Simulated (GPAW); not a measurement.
Computed results, one entry a study.

### A GW chain in GPAW: SnSe2

The cell holds 3 atoms: 1 Sn and 2 Se. Its edges and angles: a = 3.811 Å, b = 3.811 Å, c = 14.100 Å, α = 90.0°, β = 90.0°, γ = 120.0°. It derives from SnSe2. Vacuum lies along c.

| Item | Value |
| --- | --- |
| method | DFT, PBE, plane waves, PAW (and 1 further level or step) |
| program | GPAW 26.7.0 |
| settings of one run | cutoff 450 eV, GPAW PAW setups 1.2.1 data release, 9×9×1 k-mesh, nbands 298 |
| cost | 4 runs, 4.5 min in all on 4 MPI ranks of Arm Neoverse V2, shared host (the runs of this entry) |
| notes |  Limits: no spin-orbit coupling. Only 3 of the mesh’s irreducible points were corrected, so a valley elsewhere could overtake. Bands and cutoff are finite, so the gap is not at the basis limit. The miss can reach some tenths of an eV and take either sign; the mesh is an error of its own. |
| PBE gap | 0.98 eV, indirect |
| G0W0 gap on the mesh | 2.22 eV |
| G0W0 gap over the zone (rigid shift) | 2.16 eV |
| GW settings | 9×9×1 mesh, 133 bands, screening to 48 eV, full frequency, Hilbert transform |
| known limits | not at the basis limit; no spin-orbit coupling |

G0W0 moves the gap on the mesh from 1.04 eV to 2.22 eV (+1.18 eV), with Z of 0.74 and 0.77 at the edges. The mesh misses the band edges by 0.07 eV in all; a rigid shift gives 2.16 eV for the zone.

[Runs of the session that timed out or met a known fault of the program may be left out.]

[Hosts, paths, dates, database ids (printed as entryN), source tags and the programs' standing remarks are cut or masked in the printed files.]
